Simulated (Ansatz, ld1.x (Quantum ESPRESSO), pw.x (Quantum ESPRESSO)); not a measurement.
**pw.x on bcc H: one setting changed**

Potential: norm-conserving Troullier–Martins (Kleinman–Bylander form), ld1.x (Quantum ESPRESSO) 7.5, PBE; core none, reference 1s1; waves: 1s (bound): rc 1.35 bohr; 2p channel at 0.05 Ry: rc 1.40 bohr; local part: all-electron potential smoothed inside 1.35 bohr (lloc = -1); core correction: none.

The reference run (k-mesh 18³, cutoffs 45/180 Ry, Fermi–Dirac 0.01 Ry, mixing_beta 0.4, conv_thr 1e-9, no spin) gives -1.93 GPa at 3.033 Å³/atom, where all-electron LAPW gives -2.27 GPa. This run, with its own iteration cap, changes k-mesh shift to 1.

```
&control
  calculation='scf', prefix='x', pseudo_dir='./', outdir='./tmp', tstress=.true., disk_io='none'
/
&system
  ibrav=0, nat=1, ntyp=1, ecutwfc=45, ecutrho=180, nbnd=7,
  occupations='smearing', smearing='fd', degauss=0.01
/
&electrons
  conv_thr=1e-09, mixing_beta=0.4, electron_maxstep=50
/
ATOMIC_SPECIES
H 1.0 H.UPF
CELL_PARAMETERS angstrom
  -0.91187954 0.91187954 0.91187954
  0.91187954 -0.91187954 0.91187954
  0.91187954 0.91187954 -0.91187954
ATOMIC_POSITIONS crystal
H 0.0000 0.0000 0.0000
K_POINTS automatic
18 18 18 1 1 1
```

```bash
pw.x < H.scf.in > H.scf.out
```

Q: How does the run end?

A: It converges in 3 iterations; the free energy moves by +5.6 meV/atom and the pressure by +0.32 GPa.

```
Message from routine setup:
     using ibrav=0 with symmetry is DISCOURAGED, use correct ibrav instead
     lattice parameter (alat)  =       2.9847  a.u.
     unit-cell volume          =      20.4677 (a.u.)^3
     number of electrons       =         1.00
     number of Kohn-Sham states=            7
     kinetic-energy cutoff     =      45.0000  Ry
     charge density cutoff     =     180.0000  Ry
     scf convergence threshold =      1.0E-09
     Exchange-correlation= PBE
     number of k points=   190  Fermi-Dirac smearing, width (Ry)=  0.0100
     iteration #  1     ecut=    45.00 Ry     beta= 0.40
     total energy              =      -1.07301273 Ry
     estimated scf accuracy    <       0.00000085 Ry
     iteration #  2     ecut=    45.00 Ry     beta= 0.40
     total energy              =      -1.07301498 Ry
     estimated scf accuracy    <       0.00000032 Ry
     iteration #  3     ecut=    45.00 Ry     beta= 0.40
     the Fermi energy is     3.6940 ev
!    total energy              =      -1.07301501 Ry
     estimated scf accuracy    <          1.4E-10 Ry
     smearing contrib. (-TS)   =      -0.00059924 Ry
     The total energy is F=E-TS. E is the sum of the following terms:
     one-electron contribution =       0.62736752 Ry
     hartree contribution      =       0.01754579 Ry
     xc contribution           =      -0.66137851 Ry
     ewald contribution        =      -1.05595057 Ry
     convergence has been achieved in   3 iterations
          total   stress  (Ry/bohr**3)                   (kbar)     P=      -16.11
     Message from routine punch:
     Nothing written, as per user request (disk_io='none')
```

The run took about 1 s on one core of a shared host (Neoverse-V1, 32 threads, 247 GiB, load 24).
